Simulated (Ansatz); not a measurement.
The system is Nb.

```
Nb
1.0
     0.00000    2.11500    2.11500
     2.11500    0.00000    2.11500
     2.11500    2.11500    0.00000
Nb
1
Direct
  0.00000 0.00000 0.00000
```

This isn't the form of Nb at room conditions, which is bcc.

Base run:

- Program: Ansatz 0.2.0
- Functional: PBEsol
- Potentials or basis: all-electron LAPW, non-relativistic
- Cutoff: 201 eV
- Density cutoff: 804 eV
- Basis error allowed: 0.001 eV/atom
- k mesh: 11 × 11 × 11
- Occupations: fermi-dirac, width 0.05 eV
- Spin: no spin polarisation

Its results: pressure -6.4 GPa.

Problem. After a change of settings the same cell gave: pressure -7.4 GPa. Which change was it?
A. potentials or basis from all-electron LAPW, non-relativistic to all-electron LAPW, scalar-relativistic; dispersion from none to D4
B. potentials or basis from all-electron LAPW, non-relativistic to all-electron PAW datasets made for the crystal
C. functional from PBEsol to LDA; potentials or basis from all-electron LAPW, non-relativistic to all-electron LAPW, scalar-relativistic

Solution. B.

Caveats: relativity is left out, which matters for the heavier elements (some runs).

Not every run made on this cell is shown here.
